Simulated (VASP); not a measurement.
# Mg (I4/mmm) in VASP: notebook

Aim: see how the results for Mg move with the level of theory and the settings. Levels: PBE, RPBE. Tasks: single point.

Everything below comes from runs of VASP 6.6.1. Logs are shortened: lines on timing, memory, paths and dates and some standing lists are left out, and cuts for length are marked.

### 1 Starting point

Symmetry: I4/mmm, No. 139, tetragonal system. Conventional cell: a = 3.672 Å, b = 3.672 Å, c = 3.359 Å, α = 90.00°, β = 90.00°, γ = 90.00°. Mg (site symmetry 4/mmm) has 10 Mg at 3.09 to 3.36 Å as nearest neighbours.

This isn't the form of Mg at room conditions, which is hcp.

### 2 Single point, PBE

File INCAR:

```
SYSTEM = Mg
PREC     = Accurate       ! precision mode
ENCUT    = 520            ! plane-wave cutoff, eV
EDIFF    = 1E-6           ! SCF threshold, eV
ISMEAR   = 0              ! smearing method
SIGMA    = 0.1            ! smearing width, eV
LREAL    = .False.        ! projectors in reciprocal space
LASPH    = .True.         ! aspherical terms in the spheres
NELM     = 100            ! most SCF steps
ALGO     = Normal         ! electronic algorithm
ISIF     = 2              ! what is computed and relaxed
LWAVE    = .False.        ! write WAVECAR
LCHARG   = .True.         ! write CHGCAR
GGA      = PE             ! functional
LELF     = .True.         ! ELF
LVHAR    = .True.       
NBANDS   = 7              ! bands
```

File KPOINTS:

```
Automatic mesh
0
Gamma
  6 6 6
  0 0 0
```

File POSCAR:

```
Mg
1.0
   -1.8359916300      1.8359916300      1.6794040200
    1.8359916300     -1.8359916300      1.6794040200
    1.8359916300      1.8359916300     -1.6794040200
Mg
1
Direct
    0.0000000000      0.0000000000      0.0000000000
```

Potentials or basis: VASP PAW PBE potentials, release 64 (Mg).

Launch:

```console
$ cat potpaw_PBE.64/Mg/POTCAR > POTCAR
$ mpirun -np 1 vasp_std > vasp.out
```

OUTCAR:

```text
SYSTEM = Mg
   PREC = Accurate
   ENCUT = 520
   EDIFF = 1E-6
   ISMEAR = 0
   LREAL = .False.
   LASPH = .True.
   NELM = 100
   ISIF = 2
   GGA = PE

 ion  position               nearest neighbor table
   1  0.000  0.000  0.000-

  LATTYP: Found a body centered tetragonal cell.
 ALAT       =     3.6719832600
 C/A-ratio  =     0.9147122419

  Lattice vectors:

 A1 = (  -1.8359916300,   1.8359916300,   1.6794040200)
 A2 = (   1.8359916300,  -1.8359916300,   1.6794040200)
 A3 = (   1.8359916300,   1.8359916300,  -1.6794040200)

Analysis of symmetry for initial positions (statically):
=====================================================================
 Subroutine PRICEL returns:
 Original cell was already a primitive cell.

 Routine SETGRP: Setting up the symmetry group for a
 body centered tetragonal supercell.

 Subroutine GETGRP returns: Found 16 space group operations
 (whereof 16 operations were pure point group operations)
 out of a pool of 16 trial point group operations.

The static configuration has the point symmetry D_4h.

Analysis of symmetry for dynamics (positions and initial velocities):
=====================================================================
 Subroutine PRICEL returns:
 Original cell was already a primitive cell.

 Routine SETGRP: Setting up the symmetry group for a
 body centered tetragonal supercell.

 Subroutine GETGRP returns: Found 16 space group operations
 (whereof 16 operations were pure point group operations)
 out of a pool of 16 trial point group operations.

The dynamic configuration has the point symmetry D_4h.

 Subroutine INISYM returns: Found 16 space group operations
 (whereof 16 operations are pure point group operations),
 and found     1 'primitive' translations

----------------------------------------------------------------------------------------

                                     Primitive cell

  volume of cell :      22.6442

  direct lattice vectors                    reciprocal lattice vectors
    -1.835991630  1.835991630  1.679404020     0.000000000  0.272332396  0.297724665
     1.835991630 -1.835991630  1.679404020     0.272332396  0.000000000  0.297724665
     1.835991630  1.835991630 -1.679404020     0.272332396  0.272332396  0.000000000

  length of vectors
     3.092269133  3.092269133  3.092269133     0.403490905  0.403490905  0.385136168

  position of ions in fractional coordinates (direct lattice)
     0.000000000  0.000000000  0.000000000

  ion indices of the primitive-cell ions
[... 76 lines left out ...]
   EDIFFG = 0.1E-04   stopping-criterion for IOM
   NSW    =      0    number of steps for IOM
   IBRION =     -1    ionic relax: 0-MD 1-quasi-New 2-CG
   NFREE  =      0    steps in history (QN), initial steepest desc. (CG)
   ISIF   =      2    stress and relaxation
   ISYM   =      2    0-nonsym 1-usesym 2-fastsym
   POTIM  = 0.5000    time-step for ionic-motion
   TEBEG  =    0.0;   TEEND  =   0.0 temperature during run
   PSTRESS=    0.0 pullay stress
   NELECT =       2.0000    total number of electrons
   NUPDOWN=      -1.0000    fix difference up-down
   EMIN   =  10.00;   EMAX   =-10.00  energy-range for DOS
   EFERMI =   0.00;   METHOD = LEGACY
   ISMEAR =     0;   SIGMA  =   0.10  broadening in eV -4-tet -1-fermi 0-gaus
   EFERMI_NEDOS =   21; number of points for ismear=-14 and -15
   IALGO  =     38    algorithm
   IMIX   =      4    mixing-type and parameters
     AMIX     =   0.40;   BMIX     =  1.00
     AMIX_MAG =   1.60;   BMIX_MAG =  1.00
  volume/ion in A,a.u.               =      22.64       152.81
  Fermi-wavevector in a.u.,A,eV,Ry     =   0.729065  1.377732  7.231974  0.531535
  Thomas-Fermi vector in A             =   1.820694
   LORBIT       =      0    0 simple, 1 ext, 2 COOP (PROOUT), +10 PAW based schemes
   GGA     = PE    functional components
   LHFCALC =     F    Hartree Fock is set to
   AEXX    =    0.0000 exact exchange contribution
   IVDW    =     0    specifies the selected vdW correction
   LEPSILON=     F    determine dielectric tensor
   LRPA    =     F    only Hartree local field effects (RPA)
 non-spin polarized calculation
 Gauss-broadening in eV      SIGMA  =   0.10
  energy-cutoff  :      520.00
  volume of cell :       22.64
 maximum number of plane-waves:       624
   NGX = 11   NGY = 11   NGZ = 11

 number of electron       2.0000000 magnetization

 Free energy of the ion-electron system (eV)
  ---------------------------------------------------
  ext. energy  EPLUGINS =         0.00000000
  ---------------------------------------------------
  free energy    TOTEN  =        -1.46386104 eV

  energy without entropy =       -1.45947512  energy(sigma->0) =       -1.46166808

 E-fermi :   2.8599     XC(G=0):  -8.5358

 val. band max:        2.8407507308   @ k =  -0.1667   0.5000   0.1667
 cond. band min:       2.8933566922   @ k =   0.3333   0.3333   0.0000
 fundamental gap:      0.0526059614
 Fermi energy:         2.8599485028

 k-point     1 :       0.0000    0.0000    0.0000
  band No.  band energies     occupation
      1      -4.2826      2.00000
      2      14.6848      0.00000
      3      16.5405      0.00000
      4      16.5405      0.00000
      5      16.8704      0.00000
      6      17.0915      0.00000
      7      17.0915      0.00000
[... 221 lines left out ...]
 k-point    24 :      -0.1667   -0.3333    0.1667
  band No.  band energies     occupation
      1      -0.6966      2.00000
      2       6.3386      0.00000
      3       9.1118      0.00000
      4      10.7400      0.00000
      5      13.5736      0.00000
      6      15.6893      0.00000
      7      18.0144      0.00000

 [... further k-points ...]

------------------------ aborting loop because EDIFF is reached ----------------------------------------

  FORCE on cell =-STRESS in cart. coord.  units (eV):
  Direction    XX          YY          ZZ          XY          YZ          ZX
  --------------------------------------------------------------------------------------
  -------------------------------------------------------------------------------------
  Total       -0.1216571     -0.1216571      0.4605858      0.0000000     -0.0000000      0.0000000
  in kB       -8.6077848     -8.6077848     32.5885161      0.0000000     -0.0000000      0.0000000
  external PRESSURE =       5.1243155 kB  Pullay stress =       0.0000000 kB

 VOLUME and BASIS-vectors are now :
 -----------------------------------------------------------------------------
  energy-cutoff  :      520.00
  volume of cell :       22.64
      direct lattice vectors                 reciprocal lattice vectors
    -1.835991630  1.835991630  1.679404020     0.000000000  0.272332396  0.297724665
     1.835991630 -1.835991630  1.679404020     0.272332396  0.000000000  0.297724665
     1.835991630  1.835991630 -1.679404020     0.272332396  0.272332396  0.000000000

 POSITION                                       TOTAL-FORCE (eV/Angst)
 -----------------------------------------------------------------------------------
      0.00000      0.00000      0.00000         0.000000     -0.000000     -0.000000
 -----------------------------------------------------------------------------------
    total drift:                                0.000000      0.000000      0.000000

  FREE ENERGIE OF THE ION-ELECTRON SYSTEM (eV)
  ---------------------------------------------------
  free  energy   TOTEN  =        -1.4638610383 eV

  energy  without entropy=       -1.4594751214  energy(sigma->0) =       -1.46166808
```

OSZICAR:

```text
N       E                     dE             d eps       ncg     rms          rms(c)
DAV:   1    -0.838795881258E+00   -0.83880E+00   -0.83550E+02   441   0.198E+02
DAV:   2    -0.146943512415E+01   -0.63064E+00   -0.62156E+00   518   0.113E+01
DAV:   3    -0.147198140883E+01   -0.25463E-02   -0.25397E-02   560   0.764E-01
DAV:   4    -0.147198450779E+01   -0.30990E-05   -0.30990E-05   623   0.209E-02
DAV:   5    -0.147198451850E+01   -0.10703E-07   -0.10739E-07   553   0.803E-04    0.675E-01
DAV:   6    -0.146812721555E+01    0.38573E-02   -0.29340E-04   504   0.123E-01    0.432E-01
DAV:   7    -0.146385391959E+01    0.42733E-02   -0.13053E-03   441   0.216E-01    0.248E-02
DAV:   8    -0.146386152877E+01   -0.76092E-05   -0.81631E-06   567   0.173E-02    0.549E-03
DAV:   9    -0.146386103825E+01    0.49052E-06   -0.68143E-07   490   0.345E-03
   1 F= -.14638610E+01 E0= -.14616681E+01  d E =-.438592E-02
```

stdout:

```text
POSCAR found type information on POSCAR Mg
 POSCAR found :  1 types and       1 ions
 scaLAPACK will be used
 LDA part: xc-table for (Slater+PW92), standard interpolation
 POSCAR, INCAR and KPOINTS ok, starting setup
 FFT: planning ... GRIDC
 FFT: planning ... GRID_SOFT
 FFT: planning ... GRID
 WAVECAR not read
 entering main loop
```

Wall time 2 s (1 thread of Intel Xeon 6975P-C (Granite Rapids), shared host); peak memory 0.13 GiB.

What came out:

```yaml
Free_energy: -1.4639 eV
Pressure: 0.5 GPa
Band_gap_on_the_k_mesh: none (metal or under the smearing width)
```

Caveat: the k mesh is coarse (spacing up to 0.42 Å⁻¹), so the values aren't converged.

### 3 Single point, RPBE

File INCAR:

```
SYSTEM = Mg
PREC = Accurate ; ENCUT = 520
EDIFF = 1E-6 ; ISMEAR = 0
SIGMA = 0.1 ; LREAL = .False.
LASPH = .True. ; NELM = 80
ALGO = Fast ; ISIF = 2
LWAVE = .False. ; LCHARG = .False.
GGA = RP ; NBANDS = 7
```

File KPOINTS:

```
regular mesh
0
Gamma
  6 6 6
  0 0 0
```

POSCAR is that of step 2.

Potentials or basis: VASP PAW PBE potentials, release 64 (Mg).

Launch:

```console
$ cat potpaw_PBE.64/Mg/POTCAR > POTCAR
$ mpirun -np 1 vasp_std > vasp.out
```

It took 2 s on 1 thread of Intel Xeon 6975P-C (Granite Rapids), shared host; peak memory 0.13 GiB.

The run converged. Its results:

| Quantity | Value |
| --- | --- |
| Free energy | -1.2944 eV |
| Pressure | 1.6 GPa |
| Band gap on the k mesh | none (metal or under the smearing width) |

Stress tensor (GPa, compression positive):
```
0.35 0.00 0.00
0.00 0.35 0.00
0.00 0.00 4.10
```

Levels at points of the mesh, in eV from the Fermi level:
| k point | band 1 | band 2 | band 3 | band 4 | band 5 |
| --- | --- | --- | --- | --- | --- |
| (0.00, 0.00, 0.00) | -7.14 | 11.86 | 13.73 | 13.73 | 14.01 |
| (0.50, 0.00, 0.00) | -1.51 | -0.78 | 8.05 | 8.92 | 9.63 |
| (0.50, 0.50, 0.00) | -1.92 | -1.44 | 9.68 | 10.48 | 11.38 |
| (0.50, 0.50, 0.50) | 3.10 | 3.10 | 3.40 | 4.00 | 5.27 |

Caveat: the k mesh is coarse (spacing up to 0.42 Å⁻¹), so the values aren't converged; the PAW data sets were made with another functional, which shifts forces and pressure a little.
